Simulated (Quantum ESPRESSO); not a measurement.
GaN in Quantum ESPRESSO: the effect of functional

GaN:

```
CELL_PARAMETERS angstrom
0.00000 2.25350 2.25350
2.25350 0.00000 2.25350
2.25350 2.25350 0.00000
ATOMIC_POSITIONS crystal
Ga 0.00000 0.00000 0.00000
N 0.25000 0.25000 0.25000
```

The cell is a database's computed one.

Alike in all runs:

| Property | Result |
| --- | --- |
| Program | Quantum ESPRESSO 7.5 |
| Task | dielectric tensor |
| Cutoff | 762 eV |
| Density cutoff | 6095 eV |
| k mesh | 8 × 8 × 8, shifted |
| Occupations | fermi-dirac, width 0.05 eV |
| Spin | no spin polarisation |

```csv
functional,potentials or basis,pressure (GPa),dielectric constant (mean)
LDA,GBRV 1.5 LDA,?,?
PBEsol,GBRV 1.5 PBEsol,-0.7,5.98
WC,GBRV 1.5 PBE,0.0,6.05
BLYP,GBRV 1.5 PBE,11.5,5.77
AM05,GBRV 1.5 PBE,-0.3,6.01
```

Question: What does the run with functional LDA give?

Answer: Pressure -5.8 GPa; dielectric constant 5.92 mean.

Caveats: the potentials were made for another functional, which shifts forces and pressure (some runs); the cell is more than 3 GPa from zero pressure, which shifts response properties (some runs).

Runs at the PBE level aren't shown here.
